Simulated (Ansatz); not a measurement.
The equilibrium volume of Ge, sorted by core time

The structure is tetragonal, space group I4/mmm (No. 139). Conventional cell: a = 3.217 Å, b = 3.217 Å, c = 3.746 Å, α = 90.00°, β = 90.00°, γ = 90.00°. Ge (site symmetry 4/mmm) is surrounded by 12 Ge at 2.95 to 3.22 Å.

This isn't the form of Ge at room conditions, which is diamond.

```tsv
rung	level	program and potentials	cutoff (eV)	k mesh	smearing	core time	chip	equilibrium volume (Å³/atom)	notes
GGA + dispersion	PBEsol+D4	Ansatz, Ansatz PAW	420	12 × 12 × 12	fermi-dirac 0.05	8.7 s	Intel Xeon 6975P-C Granite Rapids	17.99	potentials made for PBE, which Ansatz adapts in part
GGA + dispersion	PBE+D3(BJ)	Ansatz, Ansatz PAW	420	12 × 12 × 12	fermi-dirac 0.05	9.2 s	Intel Xeon 6975P-C Granite Rapids	18.64	-
GGA + dispersion	PBE+D4	Ansatz, Ansatz PAW	420	12 × 12 × 12	fermi-dirac 0.05	9.3 s	Intel Xeon 6975P-C Granite Rapids	18.64	-
GGA + dispersion	PBEsol+D3(BJ)	Ansatz, Ansatz PAW	420	12 × 12 × 12	fermi-dirac 0.05	11 s	Intel Xeon 6975P-C Granite Rapids	17.39	potentials made for PBE, which Ansatz adapts in part
GGA	BLYP	Ansatz, Ansatz PAW	420	12 × 12 × 12	fermi-dirac 0.05	15 s	Arm Neoverse V2	21.79	potentials made for PBE, which Ansatz adapts in part
GGA	revPBE	Ansatz, Ansatz PAW	420	12 × 12 × 12	fermi-dirac 0.05	16 s	Arm Neoverse V2	19.88	potentials made for PBE, which Ansatz adapts in part
GGA	PBEsol	Ansatz, Ansatz PAW	420	12 × 12 × 12	fermi-dirac 0.05	18 s	Arm Neoverse V2	(a)	potentials made for PBE, which Ansatz adapts in part
GGA	RPBE	Ansatz, Ansatz PAW	420	12 × 12 × 12	fermi-dirac 0.05	18 s	Arm Neoverse V2	20.03	potentials made for PBE, which Ansatz adapts in part
LDA	LDA	Ansatz, Ansatz PAW	420	12 × 12 × 12	fermi-dirac 0.05	20 s	Arm Neoverse V2	18.09	potentials made for PBE, which Ansatz adapts in part
hybrid	HSE03	Ansatz, Ansatz PAW	420	6 × 6 × 6	fermi-dirac 0.05	81 s	AMD EPYC 7R13 Zen 3	18.80	coarse mesh; potentials made for PBE, which Ansatz adapts in part
hybrid	PBE0	Ansatz, Ansatz PAW	420	6 × 6 × 6	fermi-dirac 0.05	1.7 min	AMD EPYC 7R13 Zen 3	18.66	coarse mesh; potentials made for PBE, which Ansatz adapts in part
```

Times are single runs on shared hosts and different chips, so they are rough; meshes, cutoffs and the tasks' sizes weigh on the time. Task: relaxation of cell and atoms. All rows: no spin polarisation. Smearing widths are in eV. For a metal such meshes aren't converged. Meshes differ between rows, which moves values too. Meshes are those of the run's cell of 1 atom unless a note names another. Relaxations start from the cell shown or near it and stop with a little pressure left. Runs on faulty files, with rough fits or with known faults for this quantity aren't shown. No row holds spin-orbit coupling.

Problem. Estimate the value left out from the other rows.

Solution. (a) 18.48 Å³/atom.
